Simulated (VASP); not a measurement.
A calculation with VASP 6.6.1 of AlPt (ASE script, structure from a CIF):

The input run.py:

```python
from ase.calculators.vasp import Vasp
from ase.dft.bandgap import bandgap
from ase.io import read

atoms = read('AlPt.cif', primitive_cell=True, subtrans_included=False)
calc = Vasp(
    directory='calc',
    xc='pbesol',
    pp='PBE',
    setups='recommended',
    prec='Accurate',
    encut=520,
    ediff=1e-07,
    ismear=0,
    sigma=0.1,
    lreal=False,
    lasph=True,
    nelm=60,
    algo='Normal',
    isif=2,
    lwave=False,
    lcharg=False,
    kpts=[9, 9, 9],
    gamma=True,
)
atoms.calc = calc

print('energy (eV):', atoms.get_potential_energy())
print('free energy (eV):', atoms.get_potential_energy(force_consistent=True))
print('forces (eV/A):')
print(atoms.get_forces())
print('stress (eV/A^3, Voigt):', atoms.get_stress())
print('Fermi level (eV):', calc.get_fermi_level())
gap, top, bottom = bandgap(calc)
print('band gap (eV):', gap, 'from (spin, k, band)', top, 'to', bottom)
```

File AlPt.cif:

```cif
data_AlPt
_cell_length_a 3.09154600
_cell_length_b 3.09154600
_cell_length_c 3.09154600
_cell_angle_alpha 90.00000000
_cell_angle_beta 90.00000000
_cell_angle_gamma 90.00000000
_space_group_name_H-M_alt 'Pm-3m'
_space_group_name_Hall '-P 4 2 3'
_space_group_IT_number 221
loop_
_space_group_symop_operation_xyz
'x,y,z'
'-x,-y,-z'
'-y,x,z'
'y,-x,-z'
'-x,-y,z'
'x,y,-z'
'y,-x,z'
'-y,x,-z'
'x,-y,-z'
'-x,y,z'
'-y,-x,-z'
'y,x,z'
'-x,y,-z'
'x,-y,z'
'y,x,-z'
'-y,-x,z'
'z,x,y'
'-z,-x,-y'
'z,-y,x'
'-z,y,-x'
'z,-x,-y'
'-z,x,y'
'z,y,-x'
'-z,-y,x'
'-z,x,-y'
'z,-x,y'
'-z,-y,-x'
'z,y,x'
'-z,-x,y'
'z,x,-y'
'-z,y,x'
'z,-y,-x'
'y,z,x'
'-y,-z,-x'
'x,z,-y'
'-x,-z,y'
'-y,z,-x'
'y,-z,x'
'-x,z,y'
'x,-z,-y'
'-y,-z,x'
'y,z,-x'
'-x,-z,-y'
'x,z,y'
'y,-z,-x'
'-y,z,x'
'x,-z,y'
'-x,z,-y'
loop_
_atom_site_label
_atom_site_type_symbol
_atom_site_symmetry_multiplicity
_atom_site_Wyckoff_symbol
_atom_site_fract_x
_atom_site_fract_y
_atom_site_fract_z
_atom_site_occupancy
Pt1 Pt 1 b 0.5000000000 0.5000000000 0.5000000000 1
Al1 Al 1 a 0.0000000000 0.0000000000 0.0000000000 1
```

Potentials or basis: VASP PAW PBE potentials, release 64 (Pt, Al).

Command:

```bash
$ python run.py
```

Measurements of this composition are mostly on another form, of space group No. 198.

Problem. Write the same calculation in another form: native input, structure from a POSCAR.

Solution. As run:

The input INCAR:

```
SYSTEM = AlPt
ALGO = Normal
EDIFF = 1E-6
ENCUT = 520
GGA = PS
ISIF = 2
ISMEAR = 0
LASPH = .True.
LCHARG = .True.
LELF = .True.
LREAL = .False.
LVHAR = .True.
LWAVE = .False.
NELM = 60
PREC = Accurate
SIGMA = 0.1
```

Contents of KPOINTS:

```
k-points
0
Gamma
  9 9 9
  0 0 0
```

The input POSCAR:

```
AlPt
1.0
    3.0915460000      0.0000000000      0.0000000000
    0.0000000000      3.0915460000      0.0000000000
    0.0000000000      0.0000000000      3.0915460000
Pt Al
1 1
Direct
    0.5000000000      0.5000000000      0.5000000000
    0.0000000000      0.0000000000      0.0000000000
```

Potentials or basis: VASP PAW PBE potentials, release 64 (Pt, Al).

Launch:

```sh
$ cat potpaw_PBE.64/Pt/POTCAR potpaw_PBE.64/Al/POTCAR > POTCAR
$ mpirun -np 1 vasp_std > vasp.out
```

Both were run:

|  | ASE script, structure from a CIF | native input, structure from a POSCAR |
| --- | --- | --- |
| Pressure | -5.8 GPa | -5.8 GPa |
| Band gap on the k mesh | none (metal or under the smearing width) | none (metal or under the smearing width) |

Keys that steer only the numerical path or the files written may differ.

Caveat: the PAW data sets were made with another functional, which shifts forces and pressure a little.
